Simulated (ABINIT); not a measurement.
Crystal: Na2S.

```
CELL_PARAMETERS angstrom
0.00000 3.27350 3.27350
3.27350 0.00000 3.27350
3.27350 3.27350 0.00000
ATOMIC_POSITIONS crystal
S 0.00000 0.00000 0.00000
Na 0.75000 0.75000 0.75000
Na 0.25000 0.25000 0.25000
```

| Item | Value |
| --- | --- |
| Program | ABINIT 10.8.3 (patched build) |
| Task | single point |
| Functional | PBE |
| Potentials or basis | JTH PAW PBE v2.0 |
| Cutoff | 1088 eV |
| k mesh | 7 × 7 × 7 |
| Occupations | fermi-dirac, width 0.05 eV |
| Spin | no spin polarisation |

On this cell: pressure 0.5 GPa; largest force zero by symmetry; band gap on the k mesh 2.46 eV, direct.

The same run follows on a disturbed copy (atoms moved at random, drawn with an rms of 0.05 Å):

```
CELL_PARAMETERS angstrom
0.00000 3.27350 3.27350
3.27350 0.00000 3.27350
3.27350 3.27350 0.00000
ATOMIC_POSITIONS crystal
S 0.00245 0.99582 0.99954
Na 0.74286 0.74676 0.75882
Na 0.26369 0.24206 0.24239
```

Problem. What does the disturbed cell give?

Solution. The energy moves by +1.8 meV/atom; pressure 0.5 GPa; largest force 0.135 eV/Å; band gap on the k mesh 2.43 eV, direct.

Forces in eV/Å, atoms in the order of the input:
```
S    0.000  0.016 -0.002
Na  -0.104  0.018  0.081
Na   0.104 -0.035 -0.078
```

Stress tensor (GPa, compression positive):
```
 0.51 -0.17 -0.06
-0.17  0.50  0.22
-0.06  0.22  0.51
```

